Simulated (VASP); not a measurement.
**BrRb: single point with revPBE**

Molecule: BrRb, in a box.

```
Br Rb
1.0
     9.00000    0.00000    0.00000
     0.00000    9.00000    0.00000
     0.00000    0.00000   12.00000
Br Rb
1 1
Direct
  0.50144 0.50233 0.38014
  0.50144 0.50233 0.62553
```

```json
{
  "Program": "VASP 6.6.1",
  "Task": "single point",
  "Functional": "revPBE",
  "Potentials or basis": "VASP PAW PBE potentials, release 64 (Br, Rb_sv)",
  "Cutoff": "520 eV",
  "k mesh": "1 × 1 × 1",
  "Occupations": "gaussian, width 0.01 eV",
  "Spin": "no spin polarisation"
}
```

```
Largest force                   : 0.174 eV/Å
Gap between the frontier levels : 2.63 eV
```

Forces on the atoms (eV/Å):
```
Br   0.000  0.000 -0.174
Rb   0.000  0.000  0.174
```

Levels at points of the mesh, in eV from the valence-band top:
| k point | band 5 | band 6 | band 7 | band 8 | band 9 | band 10 | band 11 | band 12 |
| --- | --- | --- | --- | --- | --- | --- | --- | --- |
| (0.00, 0.00, 0.00) | -11.00 | -0.23 | 0.00 | 0.00 | 2.63 | 4.36 | 4.58 | 4.58 |

Wall time 46 s on 1 thread of Intel(R) Xeon(R) 6975P-C (Granite Rapids) (shared host), peak memory 0.78 GiB.

Caveat: the PAW data sets were made with another functional, which shifts forces and pressure a little.
